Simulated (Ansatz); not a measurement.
A run of Ansatz 0.2.0 is set up as follows.

Contents of input:

```
crystal:
  lattice:
    - [2.1273203072, -1.22828244, 0.0]
    - [2.1273203072, 1.22828244, 0.0]
    - [-1.3790696309, 0.0, 3.5028300786]
  atoms:
    - { symbol: C, position: [0.16664447, 0.16664447, 0.99990696] }
    - { symbol: C, position: [0.83335553, 0.83335553, 9.304e-05] }
hamiltonian:
  xc: hse06
  pseudopotentials: { kind: paw }
kpoints:
  mp_grid: { grid: [8, 8, 6] }
  band_path:
    path:
      - [[0.0, 0.0, 0.0], [0.5, 0.5, -1.0], [0.4123194886, 0.4123194886, -1.119026649], [0.5, 0.5, -0.5], [0.6935932999, 0.3064067001, -0.5]]
      - [[0.3064067001, -0.3064067001, 0.5], [0.0, 0.0, 0.5], [0.5876805114, 0.5876805114, 0.119026649]]
      - [[0.5, 0.5, -1.0], [0.6104897536, 0.3895102464, -1.0]]
      - [[0.3895102464, -0.3895102464, 0.0], [0.0, 0.0, 0.0], [0.5, 0.0, -0.5]]
      - [[0.5, 0.0, 0.0], [0.0, 0.0, 0.0]]
    npoints: 4
scf:
  occupations: { method: fermi_dirac, width: 0.05 }
  n_extra_bands: 6
output:
  forces: true
  stress: true
  eigenvalues: true
  fatbands: false
```

Predict the band gap along the path.

0.88 eV, direct.

Estimate the pressure.

-1.9 GPa.

Predict the largest force.

0.008 eV/Å.

Stress tensor (GPa, compression positive):
```
-3.63  0.00 -0.04
 0.00 -3.65  0.00
-0.04  0.00  1.66
```

Caveat: the pressure holds a Pulay correction of +0.4 GPa for the finite cutoff; this functional lacks dispersion, which binds the layers, so the pressure and a relaxed spacing across them are unreliable; the PAW data sets come from PBE, with cores solved anew for the run's functional, which leaves a small shift of forces and pressure; the thresholds are loose for stress.
